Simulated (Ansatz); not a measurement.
Level of theory: DFT, PBE with spin–orbit coupling, two-component spinors; plane waves to 420 eV with PAW datasets (Ansatz 0.2.0), 8×8×4 k-mesh, Gaussian smearing of 0.05 eV. The datasets are Ansatz's generated set soft_2.

The calculation on XS2, where X is one element, gave:

* Space group: P-3m1 (No. 164)
* Conventional cell: a = 3.575 Å, b = 3.575 Å, c = 6.430 Å, α = 90.00°, β = 90.00°, γ = 120.00°
* Volume: 23.72 Å³/atom
* Band gap: 1.49 eV
* Smallest direct gap: 1.53 eV
* Magnetic state: non-magnetic
* Site spin moments: none

Sites: X on 1a, S on 2d.

Question: Which element is X?
A. Au
B. Pt
C. Hg
D. Ir

Answer: B. X is Pt, so the compound is PtS2.

The chain of runs began from a cell as deposited in COD, expanded in volume. Of that entry: the entry's cell lengths or inner coordinates differ somewhat from later room-temperature determinations. The relaxation kept the space group but changed the cell's proportions, one axis by 17 % at equal volume, so the results may not describe the measured structure. The database's entry of this formula in the relaxed cell's space group, P-3m1, has axes of 3.543 × 3.543 × 5.039 Å and 18.26 Å³/atom (1965), the relaxed one 3.575 × 3.575 × 6.430 Å and 23.72.

Semilocal functionals underestimate band gaps, commonly by a third or more. The structure is built of weakly bound layers, and this functional has no dispersion term, so their spacing and all that hangs on it (volume, the soft elastic constants, low modes, dielectric constants) are poorly given.
